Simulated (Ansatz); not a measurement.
## Ga₃Sb: an elastic constant from a strain scan

These are results of DFT PBE, scalar-relativistic, plane waves, PAW (Ansatz), not measurements. Cutoff 420 eV, Γ-centred 14×14×14 k-points, Gaussian smearing of 0.15 eV. No spin polarisation. Energies are free energies at this smearing, counted from the undisturbed cell; pressure is positive in compression.

Zero of the scan (relaxed at this level; it needn't be the usual structure):

```
CELL_PARAMETERS angstrom
-2.28567 2.28567 4.22032
2.28567 -2.28567 4.22032
2.28567 2.28567 -4.22032
ATOMIC_POSITIONS crystal
Ga 0.75000 0.25000 0.50000
Ga 0.25000 0.75000 0.50000
Ga 0.50000 0.50000 0.00000
Sb 0.00000 0.00000 0.00000
```

The cell is strained by ε times the Voigt pattern (0, 0, 0, 0, 0, 1) (xx, yy, zz, yz, xz, xy; engineering shear) with fractional coordinates fixed. The cell holds 4 atoms in V0 = 88.19 Å³. The stress column is τ = (1/V0) dE/dε, got from the stress tensor σ (compression positive) at each point as −det(1 + εP) σ : P(1 + εP)⁻¹, with P the pattern as a tensor.

| ε | ΔE (meV/atom) | τ (GPa) |
| --- | --- | --- |
| -0.0875 | 6.445 | -1.083 |
| -0.0750 | 4.749 | -0.901 |
| -0.0625 | 3.315 | -0.771 |
| -0.0500 | 2.100 | -0.636 |
| -0.0375 | 1.145 | -0.470 |
| -0.0250 | 0.489 | -0.295 |
| -0.0125 | 0.118 | -0.139 |
| 0.0000 | 0.000 | 0.000 |
| 0.0125 | 0.118 | 0.139 |
| 0.0250 | 0.489 | 0.295 |
| 0.0375 | 1.145 | 0.470 |
| 0.0500 | 2.100 | 0.636 |
| 0.0625 | 3.315 | 0.771 |
| 0.0750 | 4.749 | 0.901 |
| 0.0875 | 6.445 | 1.083 |
| 0.1000 | ? | ? |

Task: Which combination of elastic constants does this scan measure, and how large is it?

Result: For small ε, τ = τ0 + Kε with K = pᵀCp, which for this pattern is C66 in the Cartesian frame shown. The parabola through τ at ε = -0.0125, 0 and 0.0125 has slope K = 11.1 GPa at zero. The energies per cell, E = NΔE, of the same two points give K = 2[E(ε₊)/ε₊ − E(ε₋)/ε₋]/[(ε₊ − ε₋)V0] = 11.0 GPa, in agreement.

Task: Predict the withheld row at ε = 0.1000 from the harmonic law, and compare.

Result: ΔE = V0(τ0 ε + Kε²/2)/N = 7.666 meV/atom and τ = 1.11 GPa. The calculation gives 8.513 meV/atom and 1.33 GPa: the energy lies 11 % above the harmonic value.

In a metal these slopes depend on the k mesh and the smearing.

Cost: 9 runs of about 3.1 core-minutes in all, on AMD EPYC 9R45 (Zen 5) (shared hosts).